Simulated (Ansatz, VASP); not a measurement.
W in VASP and in Ansatz

```
CELL_PARAMETERS angstrom
-1.56756 1.56756 1.56756
1.56756 -1.56756 1.56756
1.56756 1.56756 -1.56756
ATOMIC_POSITIONS crystal
W 0.00000 0.00000 0.00000
```

Alike in both runs: functional LDA; k mesh 24 × 24 × 24; occupations fermi-dirac, width 0.1 eV; no spin polarisation.

Ansatz relaxed the structure, and its values are those at the end. VASP's run is a single point on that final structure, the one shown.

|  | VASP | Ansatz |
| --- | --- | --- |
| version | VASP 6.6.1 | Ansatz 0.2.0 |
| potentials or method | VASP PAW LDA potentials, release 64 (W_sv) | PAW with Ansatz's default frozen-core files, scalar-relativistic |
| plane-wave cutoff (eV) | 520 | 420 |
| valence electrons in the cell | 14 | 14 |

Ansatz gave:

- pressure (GPa): 0.0

What did VASP give for the same quantities?

Pressure (GPa): 2.0.

The runs have no spin-orbit coupling, so splittings on W are missing.
